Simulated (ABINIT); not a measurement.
Set up this calculation in ABINIT 10.8.3 (patched build), as the native input.

```yaml
Task: band structure
Functional: PBE
Potentials_or_basis: JTH PAW PBE v2.0
Cutoff: 435 eV
k_mesh: 12 × 12 × 12
Occupations: fermi-dirac, width 0.05 eV
Spin: no spin polarisation
Fine-grid_cutoff: 870.764 eV
```

Crystal: Rh.

```
CELL_PARAMETERS angstrom
0.00000 1.89785 1.89785
1.89785 0.00000 1.89785
1.89785 1.89785 0.00000
ATOMIC_POSITIONS crystal
Rh 0.00000 0.00000 0.00000
```

The input as run:

run.abi

```
# Datasets: ground state, then fixed potential
ndtset 2

# Pseudopotentials
pp_dirpath "./"
pseudos "Rh.GGA_PBE-JTH.xml"

# Structure
acell 2.6839652093 2.6839652093 2.6839652093 Angstrom
rprim
     0.0000000000     0.7071067812     0.7071067812
     0.7071067812     0.0000000000     0.7071067812
     0.7071067812     0.7071067812     0.0000000000
ntypat 1
znucl 45
natom 1
typat 1
xred
     0.0000000000     0.0000000000     0.0000000000

# Plane-wave basis
ecut 16.0
pawecutdg 32.0
pawxcdev 0

# Exchange and correlation
ixc 11

# Bands and occupations
occopt 3
tsmear 0.05 eV

# SCF cycle
nstep 100

# Output
iomode 3
prtwf 0
prteig 0
prtebands 0
enunit 1
prtden1 1

# Dataset 1
kptopt1 1
ngkpt1 12 12 12
nshiftk1 1
shiftk1 0.0 0.0 0.0
nband1 13
tolvrs1 1.0e-9

# Dataset 2: bands along G-X-W-K-G-L-U-W-L-K
iscf2 -2
getden2 1
nband2 19
nbdbuf2 4
tolwfr2 1.0e-11
kptopt2 -9
ndivsm2 5
prteig2 1
prtvol2 -3
kptbounds2
     0.0000000000     0.0000000000     0.0000000000
     0.5000000000     0.0000000000     0.5000000000
     0.5000000000     0.2500000000     0.7500000000
     0.3750000000     0.3750000000     0.7500000000
     0.0000000000     0.0000000000     0.0000000000
     0.5000000000     0.5000000000     0.5000000000
     0.6250000000     0.2500000000     0.6250000000
     0.5000000000     0.2500000000     0.7500000000
     0.5000000000     0.5000000000     0.5000000000
     0.3750000000     0.3750000000     0.7500000000
```

Potentials or basis: JTH PAW PBE v2.0.

The run is started by

```sh
$ abinit run.abi > log 2>&1
```

It gave:

The pressure is 6.8 GPa. The band gap on the k mesh is none (metal or under the smearing width) and the valence electrons inside the program's atomic spheres are Rh 14.88 (radii [1.1708] Å).

Run time: 18 s on 1 thread of Arm Neoverse V1, on a shared host, peak memory 0.09 GiB.
